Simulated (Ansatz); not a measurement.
CoPt (L1₀ or tetragonal B2, P4/mmm) under volume change, DFT-r²SCAN in the program Ansatz with PAW potentials, shape and atoms relaxed at each volume.

```json
[
 {"V (Å³/atom)": "12.153", "E − E(relaxed) (meV/atom)": "93.2", "P (GPa)": "27.31"},
 {"V (Å³/atom)": "12.554", "E − E(relaxed) (meV/atom)": "38.9", "P (GPa)": "16.50"},
 {"V (Å³/atom)": "12.954", "E − E(relaxed) (meV/atom)": "9.2", "P (GPa)": "7.55"},
 {"V (Å³/atom)": "13.355", "E − E(relaxed) (meV/atom)": "0.0", "P (GPa)": "0.00"},
 {"V (Å³/atom)": "13.755", "E − E(relaxed) (meV/atom)": "8.1", "P (GPa)": "-6.32"},
 {"V (Å³/atom)": "14.156", "E − E(relaxed) (meV/atom)": "30.7", "P (GPa)": "-11.52"},
 {"V (Å³/atom)": "14.557", "E − E(relaxed) (meV/atom)": "64.9", "P (GPa)": "-15.72"}
]
```

Question: What does a third-order Birch–Murnaghan fit give for V₀, B₀ and B′?

Answer: V₀ = 13.35 Å³/atom, B₀ = 228 GPa, B′ = 5.1.

Symmetry was held in the r²SCAN relaxation. Magnetic state: ferromagnetic, chosen from 5 collinear starts compared on coarse meshes (ties went to the first, and starts can fall back to one state), not a proven ground state. Textbook magnetic order: ferromagnetic. Other orbital occupations within this spin state were not tried. Spin–orbit coupling is left out wherever it is not named.

Potentials: the later of the program's two PAW sets.
